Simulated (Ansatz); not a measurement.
Write the native input for Ansatz 0.2.0 that does the following.

| Item | Value |
| --- | --- |
| Task | relaxation of cell and atoms |
| Functional | PBEsol |
| Potentials or basis | Ansatz PAW |
| Cutoff | 420 eV (not typed: the program's choice for these potentials) |
| k mesh | 7 × 7 × 7 |
| Occupations | fermi-dirac, width 0.05 eV |
| Spin | no spin polarisation |

SnTe:

```xyz
2
Lattice="0.0000 3.6111 3.6111 3.6111 0.0000 3.6111 3.6111 3.6111 0.0000" Properties=species:S:1:pos:R:3 pbc="T T T"
Te    1.8056    1.8056    1.8056
Sn    0.0000    0.0000    0.0000
```

Measurements of this composition are mostly on another form, of space group No. 225.

The input as run:

input.yaml

```yaml
crystal:
  lattice:
    - [0.0, 3.611146, 3.611146]
    - [3.611146, 0.0, 3.611146]
    - [3.611146, 3.611146, 0.0]
  atoms:
    - { symbol: Te, position: [0.25, 0.25, 0.25] }
    - { symbol: Sn, position: [0.0, 0.0, 0.0] }
hamiltonian:
  xc: pbesol
  pseudopotentials: { kind: paw }
kpoints:
  mp_grid: { grid: [7, 7, 7] }
scf:
  occupations: { method: fermi_dirac, width: 0.05 }
output:
  forces: true
  stress: true
  eigenvalues: true
relax:
  f_tol: 0.01
  max_steps: 40
  cell: { stress_tol: 0.05 }
```

Potentials or basis: Ansatz PAW.

Launch:

```sh
$ ansatz run input.yaml --threads 2 --pin off --max-ram 5632MiB --backend cpu --events-out ev --progress --plain --runs-dir out
```

Results of the run:

```json
{"Relaxed volume": "44.43 Å³/atom", "Relaxed cell": "a = 5.009 Å, b = 5.009 Å, c = 5.009 Å, α = 60.00°, β = 60.00°, γ = 60.00°", "Space group after relaxing (to 0.05 Å)": "F-43m (No. 216)", "Energy gained by relaxing": "12.0 meV/atom", "Ionic steps": "4", "Pressure after relaxing": "0.0 GPa", "Band gap on the k mesh": "0.14 eV, indirect (least direct gap 0.73 eV)"}
```

Caveat: odd divisions of the mesh miss points on the zone boundary, where band edges often lie, so the gap on the mesh can be too wide; the plane-wave basis is chosen anew once the cell has moved, so the energies of steps on either side of that aren't comparable; spin-orbit coupling is left out, which moves the levels of the heavy elements; the PAW data sets come from PBE, with cores solved anew for the run's functional, which leaves a small shift of forces and pressure.

Run time: 7 s on 2 threads of Arm Neoverse V2, with other jobs on the host, peak memory 0.39 GiB.
